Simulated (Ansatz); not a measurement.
**Tc in Ansatz: the effect of functional**

Crystal: Tc.

```
CELL_PARAMETERS angstrom
2.68407 0.00000 0.00000
-1.34203 2.32447 0.00000
0.00000 0.00000 4.30822
ATOMIC_POSITIONS crystal
Tc 0.66667 0.33333 0.75000
Tc 0.33333 0.66667 0.25000
```

The cell isn't the ideal one: volume scaled by 0.94.

Alike in all runs:

| Item | Value |
| --- | --- |
| Program | Ansatz 0.2.0 |
| Task | single point |
| Potentials or basis | Ansatz PAW earlier set |
| Cutoff | 500 eV (not typed: the program's choice for these potentials) |
| k mesh | 11 × 11 × 6 |
| Occupations | fermi-dirac, width 0.05 eV |
| Spin | no spin polarisation |

| functional | pressure (GPa) |
| --- | --- |
| LDA | 8.7 |
| r2SCAN | ? |
| PBE | 25.1 |

Problem. What does the run with functional r2SCAN give?

Solution. Pressure 19.8 GPa.

Caveats: the PAW data sets come from PBE, with cores solved anew for the run's functional, which leaves a small shift of forces and pressure (some runs).
